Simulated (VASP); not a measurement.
# ZnS (F-43m) in VASP: notebook

Runs on ZnS. Level: PBE. Tasks: relaxation of the atoms.

All numbers are computed with VASP 6.6.1; they aren't measurements. Logs are shortened: lines on timing, memory, paths and dates and some standing lists are left out, and cuts for length are marked.

**What was measured.**

“Electronic, vibrational, and thermodynamic properties of ZnS (zincblende and rocksalt structure)”, 2009, arxiv:0911.5022 quotes, for a bulk crystal of ZnS at 19 K: band gap 3.85 eV (direct).

The results are compared with them further down.

## (1) The crystal as given

It takes space group F-43m (No. 216, cubic). Conventional cell: a = 5.447 Å, b = 5.447 Å, c = 5.447 Å, α = 90.00°, β = 90.00°, γ = 90.00°. Zn (site symmetry -43m) is surrounded by 4 S at 2.36 Å. S (site symmetry -43m) has 4 Zn at 2.36 Å as nearest neighbours.

## (2) Relaxation of the atoms, PBE

INCAR

```
SYSTEM = ZnS
PREC = Accurate ; ENCUT = 600
EDIFF = 1E-7 ; ISMEAR = 0
SIGMA = 0.03 ; LREAL = .FALSE.
LASPH = .TRUE. ; NELM = 80
ALGO = Fast ; ISIF = 2
LWAVE = .FALSE. ; LCHARG = .FALSE.
GGA = PE ; IBRION = 2
NSW = 40 ; EDIFFG = -0.01
```

KPOINTS

```
Automatic mesh
0
G
  10 10 10
  0 0 0
```

POSCAR

```
ZnS                                     
1.0
    0.0000000000      2.7235213220      2.7235213220
    2.7235213220      0.0000000000      2.7235213220
    2.7235213220      2.7235213220      0.0000000000
  Zn              S             
     1     1
Direct
     0.2500000000000000    0.2500000000000000    0.2500000000000000
     0.0000000000000000    0.0000000000000000    0.0000000000000000
```

Potentials or basis: VASP PAW PBE potentials, release 64 (Zn, S).

Command:

```bash
$ cat potpaw_PBE.64/Zn/POTCAR potpaw_PBE.64/S/POTCAR > POTCAR
$ mpirun -np 1 vasp_std > vasp.out
```

OUTCAR:

```text
SYSTEM = ZnS
   PREC = Accurate
   ENCUT = 600
   EDIFF = 1E-7
   ISMEAR = 0
   LREAL = .FALSE.
   LASPH = .TRUE.
   NELM = 80
   ISIF = 2
   GGA = PE
   IBRION = 2
   NSW = 40
   EDIFFG = -0.01

 ion  position               nearest neighbor table
   1  0.250  0.250  0.250-   2 2.36   2 2.36   2 2.36   2 2.36
   2  0.000  0.000  0.000-   1 2.36   1 2.36   1 2.36   1 2.36

  LATTYP: Found a face centered cubic cell.
 ALAT       =     5.4470426440

  Lattice vectors:

 A1 = (   0.0000000000,   2.7235213220,   2.7235213220)
 A2 = (   2.7235213220,   0.0000000000,   2.7235213220)
 A3 = (   2.7235213220,   2.7235213220,   0.0000000000)

Analysis of symmetry for initial positions (statically):
=====================================================================
 Subroutine PRICEL returns:
 Original cell was already a primitive cell.

 Routine SETGRP: Setting up the symmetry group for a
 face centered cubic supercell.

 Subroutine GETGRP returns: Found 24 space group operations
 (whereof 24 operations were pure point group operations)
 out of a pool of 48 trial point group operations.

The static configuration has the point symmetry T_d .

Analysis of symmetry for dynamics (positions and initial velocities):
=====================================================================
 Subroutine PRICEL returns:
 Original cell was already a primitive cell.

 Routine SETGRP: Setting up the symmetry group for a
 face centered cubic supercell.

 Subroutine GETGRP returns: Found 24 space group operations
 (whereof 24 operations were pure point group operations)
 out of a pool of 48 trial point group operations.

The dynamic configuration has the point symmetry T_d .

 Subroutine INISYM returns: Found 24 space group operations
 (whereof 24 operations are pure point group operations),
 and found     1 'primitive' translations

----------------------------------------------------------------------------------------

                                     Primitive cell

  volume of cell :      40.4038

  direct lattice vectors                    reciprocal lattice vectors
     0.000000000  2.723521322  2.723521322    -0.183585858  0.183585858  0.183585858
     2.723521322  0.000000000  2.723521322     0.183585858 -0.183585858  0.183585858
     2.723521322  2.723521322  0.000000000     0.183585858  0.183585858 -0.183585858

  length of vectors
     3.851640791  3.851640791  3.851640791     0.317980034  0.317980034  0.317980034

  position of ions in fractional coordinates (direct lattice)
     0.250000000  0.250000000  0.250000000
     0.000000000  0.000000000  0.000000000

  ion indices of the primitive-cell ions
   primitive index   ion index
                 1           1
                 2           2

----------------------------------------------------------------------------------------

 KPOINTS: Automatic mesh

Automatic generation of k-mesh.
 Grid dimensions read from file:
 generate k-points for:   10   10   10

 Generating k-lattice:

  Cartesian coordinates                     Fractional coordinates (reciprocal lattice)
    -0.018358586  0.018358586  0.018358586     0.100000000  0.000000000  0.000000000
     0.018358586 -0.018358586  0.018358586     0.000000000  0.100000000  0.000000000
     0.018358586  0.018358586 -0.018358586     0.000000000  0.000000000  0.100000000

  Length of vectors
     0.031798003  0.031798003  0.031798003

  Shift w.r.t. Gamma in fractional coordinates (k-lattice)
     0.000000000  0.000000000  0.000000000

 Subroutine IBZKPT returns following result:
 ===========================================

 Found     47 irreducible k-points:

 Following reciprocal coordinates:
            Coordinates               Weight
  0.000000  0.000000  0.000000      1.000000
  0.100000  0.000000  0.000000      8.000000
  0.200000  0.000000  0.000000      8.000000
  0.300000  0.000000  0.000000      8.000000
  0.400000  0.000000  0.000000      8.000000
  0.500000  0.000000  0.000000      4.000000
[... 16 lines left out ...]
  0.300000  0.300000  0.000000      6.000000
  0.400000  0.300000  0.000000     24.000000
 [... further k-points ...]
   k-points           NKPTS =     47   k-points in BZ     NKDIM =     47   number of bands    NBANDS=     13
   number of dos      NEDOS =    301   number of ions     NIONS =      2
   total plane-waves  NPLWV =  32768
   dimension x,y,z NGX =    32 NGY =   32 NGZ =   32
   dimension x,y,z NGXF=    64 NGYF=   64 NGZF=   64
   ions per type =               1   1
   NGX,Y,Z   is equivalent  to a cutoff of  13.81, 13.81, 13.81 a.u.
   NGXF,Y,Z  is equivalent  to a cutoff of  27.62, 27.62, 27.62 a.u.
 SYSTEM =  ZnS
   PREC   = accura    normal or accurate (medium, high low for compatibility)
   ISTART =      0    job   : 0-new  1-cont  2-samecut
   ICHARG =      2    charge: 1-file 2-atom 10-const
   ISPIN  =      1    spin polarized calculation?
   LNONCOLLINEAR =      F non collinear calculations
   LSORBIT =      F    spin-orbit coupling
   LASPH  =      T    aspherical Exc in radial PAW
   ENCUT  =  600.0 eV  44.10 Ry    6.64 a.u.   7.69  7.69  7.69*2*pi/ulx,y,z
   NELM   =     80;   NELMIN=  2; NELMDL= -5     # of ELM steps
   EDIFF  = 0.1E-06   stopping-criterion for ELM
   LREAL  =      F    real-space projection
   EDIFFG = -.1E-01   stopping-criterion for IOM
   NSW    =     40    number of steps for IOM
   IBRION =      2    ionic relax: 0-MD 1-quasi-New 2-CG
   NFREE  =      1    steps in history (QN), initial steepest desc. (CG)
   ISIF   =      2    stress and relaxation
   ISYM   =      2    0-nonsym 1-usesym 2-fastsym
   POTIM  = 0.5000    time-step for ionic-motion
   TEBEG  =    0.0;   TEEND  =   0.0 temperature during run
   PSTRESS=    0.0 pullay stress
   NELECT =      18.0000    total number of electrons
   NUPDOWN=      -1.0000    fix difference up-down
   EMIN   =  10.00;   EMAX   =-10.00  energy-range for DOS
   EFERMI =   0.00;   METHOD = LEGACY
   ISMEAR =     0;   SIGMA  =   0.03  broadening in eV -4-tet -1-fermi 0-gaus
   EFERMI_NEDOS =   21; number of points for ismear=-14 and -15
   IALGO  =     68    algorithm
   IMIX   =      4    mixing-type and parameters
     AMIX     =   0.40;   BMIX     =  1.00
     AMIX_MAG =   1.60;   BMIX_MAG =  1.00
  volume/ion in A,a.u.               =      20.20       136.33
  Fermi-wavevector in a.u.,A,eV,Ry     =   1.250331  2.362782 21.270353  1.563327
  Thomas-Fermi vector in A             =   2.384330
   LORBIT       =      0    0 simple, 1 ext, 2 COOP (PROOUT), +10 PAW based schemes
   GGA     = PE    functional components
   LHFCALC =     F    Hartree Fock is set to
   AEXX    =    0.0000 exact exchange contribution
   IVDW    =     0    specifies the selected vdW correction
   LEPSILON=     F    determine dielectric tensor
   LRPA    =     F    only Hartree local field effects (RPA)
 conjugate gradient relaxation of ions
 non-spin polarized calculation
 RMM-DIIS sequential band-by-band and
 Gauss-broadening in eV      SIGMA  =   0.03
  energy-cutoff  :      600.00
  volume of cell :       40.40
 maximum number of plane-waves:      1365
   NGX = 15   NGY = 15   NGZ = 15

 number of electron      18.0000010 magnetization

 Free energy of the ion-electron system (eV)
  ---------------------------------------------------
  ext. energy  EPLUGINS =         0.00000000
  ---------------------------------------------------
  free energy    TOTEN  =        -6.85264271 eV

  energy without entropy =       -6.85264271  energy(sigma->0) =       -6.85264271

 E-fermi :   2.0358     XC(G=0):  -9.5184

 val. band max:        1.8871811229   @ k =   0.0000   0.0000   0.0000
 cond. band min:       3.8984526154   @ k =   0.0000   0.0000   0.0000
 fundamental gap:      2.0112714925
 Fermi energy:         2.0358131636

 k-point     1 :       0.0000    0.0000    0.0000
  band No.  band energies     occupation
      1     -11.0897      2.00000
      2      -4.3600      2.00000
      3      -4.3600      2.00000
      4      -4.3600      2.00000
      5      -3.8896      2.00000
      6      -3.8896      2.00000
      7       1.8872      2.00000
      8       1.8872      2.00000
      9       1.8872      2.00000
     10       3.8985      0.00000
     11       8.2991      0.00000
     12       8.2991      0.00000
     13       8.2991      0.00000

 k-point     2 :       0.1000    0.0000    0.0000
  band No.  band energies     occupation
      1     -11.0173      2.00000
      2      -4.3587      2.00000
      3      -4.3469      2.00000
      4      -4.3469      2.00000
      5      -3.8907      2.00000
      6      -3.8907      2.00000
      7       1.1052      2.00000
      8       1.7941      2.00000
      9       1.7941      2.00000
     10       4.5122      0.00000
     11       8.2008      0.00000
     12       8.4646      0.00000
     13       8.4646      0.00000

 k-point     3 :       0.2000    0.0000    0.0000
  band No.  band energies     occupation
      1     -10.8177      2.00000
      2      -4.3377      2.00000
      3      -4.3144      2.00000
      4      -4.3144      2.00000
      5      -3.8907      2.00000
      6      -3.8907      2.00000
      7      -0.2223      2.00000
      8       1.5677      2.00000
      9       1.5677      2.00000
     10       5.1782      0.00000
     11       8.3969      0.00000
     12       8.7957      0.00000
     13       8.7957      0.00000
[... 305 lines left out ...]
 k-point    23 :       0.3000    0.3000    0.0000
  band No.  band energies     occupation
      1     -10.3660      2.00000
      2      -4.3947      2.00000
      3      -4.1695      2.00000
      4      -4.1695      2.00000
      5      -3.9164      2.00000
      6      -3.8433      2.00000
      7      -1.1987      2.00000
      8       0.3936      2.00000
      9       0.3936      2.00000
     10       6.0793      0.00000
     11       6.4006      0.00000
     12      10.8804      0.00000
     13      11.1126      0.00000

 k-point    24 :       0.4000    0.3000    0.0000
  band No.  band energies     occupation
      1     -10.1746      2.00000
      2      -4.3595      2.00000
      3      -4.1272      2.00000
      4      -4.1175      2.00000
      5      -3.8628      2.00000
      6      -3.8361      2.00000
      7      -1.7999      2.00000
      8      -0.0194      2.00000
      9       0.1829      2.00000
     10       5.9859      0.00000
     11       6.5532      0.00000
     12      10.6015      0.00000
     13      11.5478      0.00000

 [... further k-points ...]
[... 5 lines left out ...]
  --------------------------------------------------------------------------------------
  -------------------------------------------------------------------------------------
  Total        0.0020214      0.0020214      0.0020214      0.0000000      0.0000000      0.0000000
  in kB        0.0801564      0.0801564      0.0801564      0.0000000      0.0000000      0.0000000
  external PRESSURE =       0.0801564 kB  Pullay stress =       0.0000000 kB

 VOLUME and BASIS-vectors are now :
 -----------------------------------------------------------------------------
  energy-cutoff  :      600.00
  volume of cell :       40.40
      direct lattice vectors                 reciprocal lattice vectors
     0.000000000  2.723521322  2.723521322    -0.183585858  0.183585858  0.183585858
     2.723521322  0.000000000  2.723521322     0.183585858 -0.183585858  0.183585858
     2.723521322  2.723521322  0.000000000     0.183585858  0.183585858 -0.183585858

 POSITION                                       TOTAL-FORCE (eV/Angst)
 -----------------------------------------------------------------------------------
      1.36176      1.36176      1.36176        -0.000000     -0.000000     -0.000000
      0.00000      0.00000      0.00000         0.000000      0.000000      0.000000
 -----------------------------------------------------------------------------------
    total drift:                               -0.000001     -0.000001     -0.000001

  FREE ENERGIE OF THE ION-ELECTRON SYSTEM (eV)
  ---------------------------------------------------
  free  energy   TOTEN  =        -6.8526427134 eV

  energy  without entropy=       -6.8526427134  energy(sigma->0) =       -6.85264271

 reached required accuracy - stopping structural energy minimisation
```

It took 41 s on 1 thread of Intel Xeon Platinum 8375C at 2.90GHz (Ice Lake), shared host; peak memory 0.19 GiB.

What came out:

| Property | Result |
| --- | --- |
| Free energy | -6.8526 eV |
| Pressure after relaxing | 0.0 GPa |
| Band gap on the k mesh | 2.01 eV, direct |

Final structure:
```
CELL_PARAMETERS angstrom
0.00000 2.72352 2.72352
2.72352 0.00000 2.72352
2.72352 2.72352 0.00000
ATOMIC_POSITIONS crystal
Zn 0.25000 0.25000 0.25000
S 0.00000 0.00000 0.00000
```

Caveat: the relaxation stopped at its first step, so nothing moved.

## (3) Relaxation of the atoms, PBE (a relaxed cell with its volume scaled by 1.02)

INCAR is that of step 2.

KPOINTS is that of step 2.

POSCAR

```
ZnS                                     
1.0
    0.0000000000      2.7415584127      2.7415584127
    2.7415584127      0.0000000000      2.7415584127
    2.7415584127      2.7415584127      0.0000000000
  Zn              S             
     1     1
Direct
     0.2500000000000000    0.2500000000000000    0.2500000000000000
     0.0000000000000000    0.0000000000000000    0.0000000000000000
```

Potentials or basis: VASP PAW PBE potentials, release 64 (Zn, S).

Command:

```bash
$ cat potpaw_PBE.64/Zn/POTCAR potpaw_PBE.64/S/POTCAR > POTCAR
$ mpirun -np 1 vasp_std > vasp.out
```

OUTCAR:

```text
SYSTEM = ZnS
   PREC = Accurate
   ENCUT = 600
   EDIFF = 1E-7
   ISMEAR = 0
   LREAL = .FALSE.
   LASPH = .TRUE.
   NELM = 80
   ISIF = 2
   GGA = PE
   IBRION = 2
   NSW = 40
   EDIFFG = -0.01

 ion  position               nearest neighbor table
   1  0.250  0.250  0.250-   2 2.37   2 2.37   2 2.37   2 2.37
   2  0.000  0.000  0.000-   1 2.37   1 2.37   1 2.37   1 2.37

  LATTYP: Found a face centered cubic cell.
 ALAT       =     5.4831168254

  Lattice vectors:

 A1 = (   0.0000000000,   2.7415584127,   2.7415584127)
 A2 = (   2.7415584127,   0.0000000000,   2.7415584127)
 A3 = (   2.7415584127,   2.7415584127,   0.0000000000)

Analysis of symmetry for initial positions (statically):
=====================================================================
 Subroutine PRICEL returns:
 Original cell was already a primitive cell.

 Routine SETGRP: Setting up the symmetry group for a
 face centered cubic supercell.

 Subroutine GETGRP returns: Found 24 space group operations
 (whereof 24 operations were pure point group operations)
 out of a pool of 48 trial point group operations.

[... 171 lines left out ...]

 k-point     1 :       0.0000    0.0000    0.0000
  band No.  band energies     occupation
      1     -11.1357      2.00000
      2      -4.4673      2.00000
      3      -4.4673      2.00000
      4      -4.4673      2.00000
      5      -4.0195      2.00000
      6      -4.0195      2.00000
      7       1.7099      2.00000
      8       1.7099      2.00000
      9       1.7099      2.00000
     10       3.6357      0.00000
     11       8.1322      0.00000
     12       8.1322      0.00000
     13       8.1322      0.00000
[... 354 lines left out ...]
  band No.  band energies     occupation
      1     -10.2558      2.00000
      2      -4.4545      2.00000
      3      -4.2448      2.00000
      4      -4.2348      2.00000
      5      -3.9914      2.00000
      6      -3.9690      2.00000
      7      -1.9264      2.00000
      8      -0.1359      2.00000
      9       0.0610      2.00000
     10       5.8319      0.00000
     11       6.3457      0.00000
     12      10.3651      0.00000
     13      11.3079      0.00000

 [... further k-points ...]
[... 5 lines left out ...]
  --------------------------------------------------------------------------------------
  -------------------------------------------------------------------------------------
  Total       -0.3025911     -0.3025911     -0.3025911     -0.0000000      0.0000000     -0.0000000
  in kB      -11.7637087    -11.7637087    -11.7637087     -0.0000000      0.0000000     -0.0000000
  external PRESSURE =     -11.7637087 kB  Pullay stress =       0.0000000 kB

 VOLUME and BASIS-vectors are now :
 -----------------------------------------------------------------------------
  energy-cutoff  :      600.00
  volume of cell :       41.21
      direct lattice vectors                 reciprocal lattice vectors
     0.000000000  2.741558413  2.741558413    -0.182378022  0.182378022  0.182378022
     2.741558413  0.000000000  2.741558413     0.182378022 -0.182378022  0.182378022
     2.741558413  2.741558413  0.000000000     0.182378022  0.182378022 -0.182378022

 POSITION                                       TOTAL-FORCE (eV/Angst)
 -----------------------------------------------------------------------------------
      1.37078      1.37078      1.37078         0.000000      0.000000      0.000000
      0.00000      0.00000      0.00000        -0.000000     -0.000000     -0.000000
 -----------------------------------------------------------------------------------
    total drift:                               -0.000001     -0.000001     -0.000001

  FREE ENERGIE OF THE ION-ELECTRON SYSTEM (eV)
  ---------------------------------------------------
  free  energy   TOTEN  =        -6.8494660349 eV

  energy  without entropy=       -6.8494660349  energy(sigma->0) =       -6.84946603

 reached required accuracy - stopping structural energy minimisation
```

OSZICAR:

```text
N       E                     dE             d eps       ncg     rms          rms(c)
DAV:   1     0.867854850364E+02    0.86785E+02   -0.95195E+03  1222   0.177E+03
DAV:   2    -0.758645587754E+00   -0.87544E+02   -0.82766E+02  1297   0.300E+02
DAV:   3    -0.718575568449E+01   -0.64271E+01   -0.63779E+01  1532   0.742E+01
DAV:   4    -0.727623081254E+01   -0.90475E-01   -0.90388E-01  1337   0.925E+00
DAV:   5    -0.727739858710E+01   -0.11678E-02   -0.11677E-02  1537   0.106E+00    0.633E+00
RMM:   6    -0.687089817752E+01    0.40650E+00   -0.96341E-01  1222   0.104E+01    0.513E+00
RMM:   7    -0.684734818370E+01    0.23550E-01   -0.26455E-01  1222   0.539E+00    0.237E+00
RMM:   8    -0.684961212232E+01   -0.22639E-02   -0.48777E-02  1222   0.206E+00    0.115E+00
RMM:   9    -0.684925521123E+01    0.35691E-03   -0.13518E-02  1222   0.159E+00    0.266E-01
RMM:  10    -0.684928287662E+01   -0.27665E-04   -0.43476E-03  1222   0.745E-01    0.876E-02
RMM:  11    -0.684944033870E+01   -0.15746E-03   -0.14211E-03  1311   0.384E-01    0.906E-02
RMM:  12    -0.684945974273E+01   -0.19404E-04   -0.28124E-04  1223   0.147E-01    0.207E-02
RMM:  13    -0.684946422771E+01   -0.44850E-05   -0.43756E-05  1243   0.687E-02    0.180E-02
RMM:  14    -0.684946580501E+01   -0.15773E-05   -0.15878E-05  1238   0.336E-02    0.172E-02
RMM:  15    -0.684946603320E+01   -0.22820E-06   -0.27002E-06  1065   0.157E-02    0.165E-02
RMM:  16    -0.684946603487E+01   -0.16626E-08   -0.99733E-07  1027   0.805E-03
   1 F= -.68494660E+01 E0= -.68494660E+01  d E =-.684947E+01
```

CONTCAR:

```text
ZnS
   1.00000000000000
     0.0000000000000000    2.7415584126999999    2.7415584126999999
     2.7415584126999999    0.0000000000000000    2.7415584126999999
     2.7415584126999999    2.7415584126999999    0.0000000000000000
  Zn              S
     1     1
Direct
     0.2500000000000000    0.2500000000000000    0.2500000000000000
     0.0000000000000000    0.0000000000000000    0.0000000000000000

  0.00000000E+00  0.00000000E+00  0.00000000E+00
  0.00000000E+00  0.00000000E+00  0.00000000E+00
```

It took 43 s on 1 thread of Intel Xeon Platinum 8375C at 2.90GHz (Ice Lake), shared host; peak memory 0.18 GiB.

What came out:

```yaml
Free_energy: -6.8495 eV
Pressure_after_relaxing: -1.2 GPa
Band_gap_on_the_k_mesh: 1.93 eV, direct
```

Final structure:
```yaml
crystal:
  lattice:
    - [0.00000, 2.74156, 2.74156]
    - [2.74156, 0.00000, 2.74156]
    - [2.74156, 2.74156, 0.00000]
  atoms:
    - { symbol: Zn, position: [0.25000, 0.25000, 0.25000] }
    - { symbol: S, position: [0.00000, 0.00000, 0.00000] }
```

Caveat: the relaxation stopped at its first step, so nothing moved.

(Continued in part 2 of 2.)
